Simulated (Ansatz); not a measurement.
# Cu: other elements on the same sites

One table from this session's results is given with a row withheld; the runs are named, their logs left out.

Computed with Ansatz 0.2.0 (DFT r2SCAN, scalar-relativistic, plane waves, PAW, unless a step's input says otherwise).

1 further run of the same task is left out (set aside as unsound or not needed).

## The system as given

It takes space group I4/mmm (No. 139, tetragonal). The conventional cell has a = 2.895 Å, b = 2.895 Å, c = 2.739 Å, α = 90.00°, β = 90.00°, γ = 90.00°. Cu (site symmetry 4/mmm) is surrounded by 10 Cu at 2.46 to 2.74 Å.

Structure file:

```cif
data_structure
_symmetry_space_group_name_H-M 'P 1'
_symmetry_Int_Tables_number 1
_cell_length_a 2.4631
_cell_length_b 2.4631
_cell_length_c 2.4631
_cell_angle_alpha 108.003
_cell_angle_beta 108.003
_cell_angle_gamma 112.449
_cell_volume 11.48
loop_
_atom_site_label
_atom_site_type_symbol
_atom_site_fract_x
_atom_site_fract_y
_atom_site_fract_z
_atom_site_occupancy
Cu1 Cu 0.00000 0.00000 0.00000 1
```

It goes back to an entry of the Materials Project, which need not be the stable form.

It is the result of an earlier relaxation at this level (volume 11.48 Å³/atom; gap on the mesh: none (metal)).

The first run:

input.yaml reads:

```yaml
crystal:
  lattice:
    - [-1.5500762875, 1.5500762875, 1.4661561392]
    - [1.5500762875, -1.5500762875, 1.4661561392]
    - [1.5500762875, 1.5500762875, -1.4661561392]
  atoms:
    - { symbol: Pb, position: [0.0, 0.0, 0.0] }
basis:
  ecutwfc: 500
kpoints:
  mp_grid: { grid: [8, 8, 8] }
hamiltonian:
  xc: r2scan
scf:
  occupations: { method: gaussian, width: 0.1 }
output:
  forces: true
  stress: true
  eigenvalues: true
```

Launch:

```
$ ansatz run input.yaml --threads 1 --pin off --max-ram 2560MiB --backend cpu --events-out ev --progress --plain --runs-dir out
```

Among the steps run: Probe: one point at the start (Pb); Coarse relaxation (Pb); Full relaxation (Pb); A first look at the start (Tl); A loose first relaxation (Tl); Full relaxation (Tl).

One table of the session follows, with a row left open; its other results are not shown here.

Lengths are those of the vectors of the cell that was run:

| swap | volume (Å³/atom) | a (Å) | b (Å) | c (Å) | moment (μB/cell) |
| --- | --- | --- | --- | --- | --- |
| none | 11.48 | 2.463 | 2.463 | 2.463 | 0.00 |
| Cu → Co | 10.95 | 2.423 | 2.423 | 2.423 | 1.92 |
| Cu → Ni | ? | ? | ? | ? | ? |
| Cu → Ag | 17.44 | 2.838 | 2.838 | 2.838 | 0.00 |
| Cu → Ba | 65.26 | 4.393 | 4.393 | 4.393 | 0.00 |
| Cu → Pb | 31.23 | 3.461 | 3.461 | 3.461 | 0.00 |
| Cu → Tl | 30.07 | 3.393 | 3.393 | 3.393 | 0.00 |

Estimate the missing values for Cu → Ni.

The run gave: volume (Å³/atom): 10.62; a (Å): 2.411; b (Å): 2.411; c (Å): 2.411; moment (μB/cell): 0.68. In the column «volume (Å³/atom)» it is the lowest.

Lengths are those of the computed cell. Rows of earlier swaps come from the sessions before.
